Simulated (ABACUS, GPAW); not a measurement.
# Fitting the PBEsol energy curve of GaSb

It takes space group F-43m (No. 216, cubic). Conventional cell: a = 6.118 Å, b = 6.118 Å, c = 6.118 Å, α = 90.00°, β = 90.00°, γ = 90.00°. Sb (site symmetry -43m) has 4 Ga at 2.65 Å as nearest neighbours. Around Ga (site symmetry -43m) lie 4 Sb at 2.65 Å.

The cell was scaled at fixed shape and fractions and run with GPAW, PAW data sets generated for this functional, cutoff 600 eV; PBEsol, k mesh 6 × 6 × 6 on the cell of 2 atoms, fermi-dirac occupations of 0.05 eV, no spin polarisation, no spin-orbit coupling. Energies are those that the program minimises, any entropy of the smearing included. For a metal such a mesh isn't converged to the digits shown.

```tsv
V (Å³/atom)	energy over the lowest row (meV/atom)
26.9071	17.477
27.4796	?
28.0520	1.588
28.6245	0.000
29.1970	1.912
29.7695	7.084
30.3420	15.239
```

Problem. Fit the third-order Birch-Murnaghan form, give V0, B0 and B′, and predict the energy left open.

Solution. With y = (V0/V)^(2/3), E = E0 + (9 V0 B0/16) [(y - 1)³ B′ + (y - 1)² (6 - 4y)]. Least squares through the rows shown give V0 = 28.5910 Å³/atom, E0 = -0.048 meV, B0 = 50.78 GPa (1 eV/Å³ = 160.218 GPa) and B′ = 4.38, with a largest miss of 0.042 meV. At V = 27.4796 the form with these constants gives 7.303 meV; the run gave 7.204 meV an atom. Other set-ups at this level, from all their volumes (Å³/atom, GPa): ABACUS, GBRV ultrasoft 1.5 PBE, plane waves (made for PBE): V0 28.606, B0 49.74. Measured volume: 28.32 Å³/atom at 300 K (a printed reference work), so the fit lies +1.0 % from it. The runs are for a static lattice.
